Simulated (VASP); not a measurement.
# W (Im-3m) in VASP: elastic constants with PBE

Aim: the elastic constants of W with PBE.

Program: VASP 6.6.1. These are calculated values, not measurements. Logs are shortened: lines on timing, memory, paths and dates and some standing lists are left out, and cuts for length are marked.

## 1. The structure

The structure is cubic, space group Im-3m (No. 229). Conventional cell: a = 3.185 Å, b = 3.185 Å, c = 3.185 Å, α = 90.00°, β = 90.00°, γ = 90.00°. W (site symmetry m-3m) is surrounded by 8 W at 2.76 Å.

The cell was built by a generator and needn't be a form met in nature.

## 2. Elastic constants, PBE

The input, POSCAR:

```
W
1.0
   -1.5924220126      1.5924220126      1.5924220126
    1.5924220126     -1.5924220126      1.5924220126
    1.5924220126      1.5924220126     -1.5924220126
  W
     1
Direct
     0.0000000000000000    0.0000000000000000    0.0000000000000000
```

The input, INCAR.step1:

```
SYSTEM = W
PREC     = Accurate       ! precision mode
ENCUT    = 600            ! plane-wave cutoff, eV
EDIFF    = 1E-8           ! SCF threshold, eV
ISMEAR   = 1              ! smearing method
SIGMA    = 0.2            ! smearing width, eV
LREAL    = .False.        ! projectors in reciprocal space
LASPH    = .True.         ! aspherical terms in the spheres
NELM     = 100            ! most SCF steps
ALGO     = Normal         ! electronic algorithm
ISIF     = 3              ! what is computed and relaxed
LWAVE    = .False.        ! write WAVECAR
LCHARG   = .False.        ! write CHGCAR
GGA      = PE             ! functional
KPAR     = 4            
IBRION   = 2              ! ionic algorithm
NSW      = 40             ! ionic steps
EDIFFG   = -0.002         ! ionic threshold
```

The input, INCAR.step2:

```
SYSTEM = W
PREC     = Accurate       ! precision mode
ENCUT    = 600            ! plane-wave cutoff, eV
EDIFF    = 1E-8           ! SCF threshold, eV
ISMEAR   = 1              ! smearing method
SIGMA    = 0.2            ! smearing width, eV
LREAL    = .False.        ! projectors in reciprocal space
LASPH    = .True.         ! aspherical terms in the spheres
NELM     = 100            ! most SCF steps
ALGO     = Normal         ! electronic algorithm
ISIF     = 3              ! what is computed and relaxed
LWAVE    = .False.        ! write WAVECAR
LCHARG   = .False.        ! write CHGCAR
GGA      = PE             ! functional
KPAR     = 4            
IBRION   = 6              ! ionic algorithm
NFREE    = 2            
POTIM    = 0.015          ! step
NSW      = 1              ! ionic steps
```

The input, KPOINTS:

```
regular mesh
0
Gamma
  16 16 16
  0 0 0
```

Potentials or basis: VASP PAW PBE potentials, release 64 (W_sv).

Started as:

```sh
cat potpaw_PBE.64/W_sv/POTCAR > POTCAR
cp INCAR.step1 INCAR
mpirun -np 4 vasp_std > vasp.out
cp CONTCAR POSCAR
cp INCAR.step2 INCAR
mpirun -np 4 vasp_std > vasp.out
```

OUTCAR:

```text
SYSTEM = W
   PREC = Accurate
   ENCUT = 600
   EDIFF = 1E-8
   ISMEAR = 1
   LREAL = .False.
   LASPH = .True.
   NELM = 100
   ISIF = 3
   GGA = PE
   IBRION = 6
   NFREE = 2
   POTIM = 0.015
   NSW = 1

 ion  position               nearest neighbor table
   1  0.000  0.000  0.000-

  LATTYP: Found a body centered cubic cell.
 ALAT       =     3.1848440252

  Lattice vectors:

 A1 = (  -1.5924220126,   1.5924220126,   1.5924220126)
 A2 = (   1.5924220126,  -1.5924220126,   1.5924220126)
 A3 = (   1.5924220126,   1.5924220126,  -1.5924220126)

Analysis of symmetry for initial positions (statically):
=====================================================================
 Subroutine PRICEL returns:
 Original cell was already a primitive cell.

 Routine SETGRP: Setting up the symmetry group for a
 body centered cubic supercell.

 Subroutine GETGRP returns: Found 48 space group operations
 (whereof 48 operations were pure point group operations)
 out of a pool of 48 trial point group operations.

The static configuration has the point symmetry O_h .

Analysis of symmetry for dynamics (positions and initial velocities):
=====================================================================
 Subroutine PRICEL returns:
 Original cell was already a primitive cell.

 Routine SETGRP: Setting up the symmetry group for a
 body centered cubic supercell.

 Subroutine GETGRP returns: Found 48 space group operations
 (whereof 48 operations were pure point group operations)
 out of a pool of 48 trial point group operations.

The dynamic configuration has the point symmetry O_h .

 Subroutine INISYM returns: Found 48 space group operations
 (whereof 48 operations are pure point group operations),
 and found     1 'primitive' translations

----------------------------------------------------------------------------------------

                                     Primitive cell

  volume of cell :      16.1523

  direct lattice vectors                    reciprocal lattice vectors
    -1.592422013  1.592422013  1.592422013     0.000000000  0.313987119  0.313987119
[... 333 lines left out ...]
      2     -26.6225      2.00000
      3     -26.6225      2.00000
      4     -26.6225      2.00000
      5       1.6406      2.00000
      6       9.9760      2.00000
      7       9.9760      2.00000
      8       9.9760      2.00000
      9      13.3911     -0.00000
     10      13.3911     -0.00000
     11      25.6473      0.00000
[... 309 lines left out ...]
 k-point    24 :       0.2500    0.1875    0.0000
  band No.  band energies     occupation
      1     -62.9243      2.00000
      2     -27.5744      2.00000
      3     -27.0186      2.00000
      4     -26.7269      2.00000
      5       5.8931      2.00000
      6       8.1139      2.00000
      7       8.8868      2.00000
      8      12.7162     -0.00000
      9      14.2076     -0.00000
     10      16.3477      0.00000
     11      23.4254      0.00000

 [... further k-points ...]
[... 5 lines left out ...]
  --------------------------------------------------------------------------------------
  -------------------------------------------------------------------------------------
  Total        0.0002545      0.0002545      0.0002545      0.0000000      0.0000000     -0.0000000
  in kB        0.0252459      0.0252459      0.0252459      0.0000000      0.0000000     -0.0000000
  external PRESSURE =       0.0252459 kB  Pullay stress =       0.0000000 kB
[... 16 lines left out ...]
  FREE ENERGIE OF THE ION-ELECTRON SYSTEM (eV)
  ---------------------------------------------------
  free  energy   TOTEN  =       -12.9576600336 eV

  energy  without entropy=      -12.9560230050  energy(sigma->0) =      -12.95711436

 INTERNAL STRAIN TENSORS FROM STRAINED CELLS
 ============================================

 INTERNAL STRAIN TENSOR FOR ION    1 for displacements in x,y,z  (eV/Angst):
          X           Y           Z          XY          YZ          ZX
  --------------------------------------------------------------------------------
  x    -0.00000     0.00000     0.00000    -0.00000     0.00000     0.00000
  y     0.00000     0.00000     0.00000     0.00000     0.00000    -0.00000
  z    -0.00000     0.00000     0.00000     0.00000    -0.00000     0.00000

 INTERNAL STRAIN TENSORS FROM DISPLACED ATOMS
 ============================================

 INTERNAL STRAIN TENSOR FOR ION    1 for displacements in x,y,z  (eV/Angst):
          X           Y           Z          XY          YZ          ZX
  --------------------------------------------------------------------------------
  x     0.00000     0.00000     0.00000     0.00000     0.00000     0.00000
  y     0.00000     0.00000     0.00000     0.00000     0.00000     0.00000
  z     0.00000     0.00000     0.00000     0.00000     0.00000     0.00000

 Eigenvectors and eigenvalues of the dynamical matrix
 ----------------------------------------------------

   1 f  =    0.000000 THz     0.000000 2PiTHz    0.000000 cm-1     0.000000 meV
             X         Y         Z           dx          dy          dz
      0.000000  0.000000  0.000000    -0.613941   -0.789352    0.000000

   2 f  =    0.000000 THz     0.000000 2PiTHz    0.000000 cm-1     0.000000 meV
             X         Y         Z           dx          dy          dz
      0.000000  0.000000  0.000000    -0.789352    0.613941    0.000000

   3 f  =    0.000000 THz     0.000000 2PiTHz    0.000000 cm-1     0.000000 meV
             X         Y         Z           dx          dy          dz
      0.000000  0.000000  0.000000     0.000000    0.000000    1.000000

--------------------------------------------------------------------------------------------------------

 ELASTIC MODULI CONTR FROM IONIC RELAXATION (kBar)
 Direction    XX          YY          ZZ          XY          YZ          ZX
 --------------------------------------------------------------------------------
 XX           0.0000      0.0000      0.0000      0.0000      0.0000      0.0000
 YY           0.0000      0.0000      0.0000      0.0000      0.0000      0.0000
 ZZ           0.0000      0.0000      0.0000      0.0000      0.0000      0.0000
 XY           0.0000      0.0000      0.0000      0.0000      0.0000      0.0000
 YZ           0.0000      0.0000      0.0000      0.0000      0.0000      0.0000
 ZX           0.0000      0.0000      0.0000      0.0000      0.0000      0.0000
 --------------------------------------------------------------------------------

 TOTAL ELASTIC MODULI (kBar)
 Direction    XX          YY          ZZ          XY          YZ          ZX
 --------------------------------------------------------------------------------
 XX        4990.1125   2047.3939   2047.3939      0.0000      0.0000     -0.0000
 YY        2047.3939   4990.1125   2047.3939      0.0000      0.0000     -0.0000
 ZZ        2047.3939   2047.3939   4990.1125      0.0000      0.0000     -0.0000
 XY           0.0000      0.0000      0.0000   1291.9112     -0.0000      0.0000
 YZ           0.0000      0.0000      0.0000     -0.0000   1291.9112      0.0000
 ZX          -0.0000     -0.0000     -0.0000      0.0000      0.0000   1291.9112
 --------------------------------------------------------------------------------
```

OUTCAR.step1:

```text
SYSTEM = W
   PREC = Accurate
   ENCUT = 600
   EDIFF = 1E-8
   ISMEAR = 1
   LREAL = .False.
   LASPH = .True.
   NELM = 100
[... 559 lines left out ...]
      0.00000      0.00000      0.00000        -0.000000      0.000000     -0.000000
 -----------------------------------------------------------------------------------
    total drift:                                0.000000      0.000000      0.000000

  FREE ENERGIE OF THE ION-ELECTRON SYSTEM (eV)
  ---------------------------------------------------
  free  energy   TOTEN  =       -12.9576602100 eV

  energy  without entropy=      -12.9560231883  energy(sigma->0) =      -12.95711454

 reached required accuracy - stopping structural energy minimisation
```

OSZICAR.step1:

```text
N       E                     dE             d eps       ncg     rms          rms(c)
DAV:   1     0.841153065175E+02    0.84115E+02   -0.85733E+03  3190   0.159E+03
DAV:   2    -0.118453902290E+02   -0.95961E+02   -0.92730E+02  3451   0.354E+02
DAV:   3    -0.135854550266E+02   -0.17401E+01   -0.17259E+01  3621   0.465E+01
DAV:   4    -0.135952508149E+02   -0.97958E-02   -0.97930E-02  3427   0.379E+00
DAV:   5    -0.135953303913E+02   -0.79576E-04   -0.79576E-04  3577   0.350E-01    0.202E+01
DAV:   6    -0.130914529548E+02    0.50388E+00   -0.59932E-01  3382   0.103E+01    0.794E+00
DAV:   7    -0.129615215187E+02    0.12993E+00   -0.32020E-01  3514   0.705E+00    0.696E-01
DAV:   8    -0.129577994288E+02    0.37221E-02   -0.42162E-03  3289   0.100E+00    0.131E-01
DAV:   9    -0.129576649890E+02    0.13444E-03   -0.24681E-04  3594   0.204E-01    0.396E-02
DAV:  10    -0.129576599407E+02    0.50483E-05   -0.16219E-05  3454   0.587E-02    0.311E-03
DAV:  11    -0.129576603866E+02   -0.44596E-06   -0.22715E-07  3439   0.676E-03    0.573E-04
DAV:  12    -0.129576601930E+02    0.19367E-06   -0.62830E-09  2301   0.119E-03    0.771E-05
DAV:  13    -0.129576602094E+02   -0.16412E-07   -0.49467E-10  1766   0.375E-04    0.324E-05
DAV:  14    -0.129576602100E+02   -0.57071E-09   -0.16584E-10  1691   0.205E-04
   1 F= -.12957660E+02 E0= -.12957115E+02  d E =-.129577E+02
```

Wall time 9.2 min (4 MPI ranks of Intel Xeon Platinum 8175M at 2.50GHz (Skylake/Cascade Lake), shared host); peak memory 0.48 GiB.

Results:

```yaml
Elastic_constants_C11_C12_C44: 499, 205, 129 GPa
Voigt_bulk_modulus: 303 GPa
```

Elastic tensor in Voigt notation (GPa, in the Cartesian axes of the cell as first typed):
```
499 205 205   0   0   0
205 499 205   0   0   0
205 205 499   0   0   0
  0   0   0 129   0   0
  0   0   0   0 129   0
  0   0   0   0   0 129
```

Clamped-ion elastic tensor (GPa):
```
499 205 205   0   0   0
205 499 205   0   0   0
205 205 499   0   0   0
  0   0   0 129   0   0
  0   0   0   0 129   0
  0   0   0   0   0 129
```
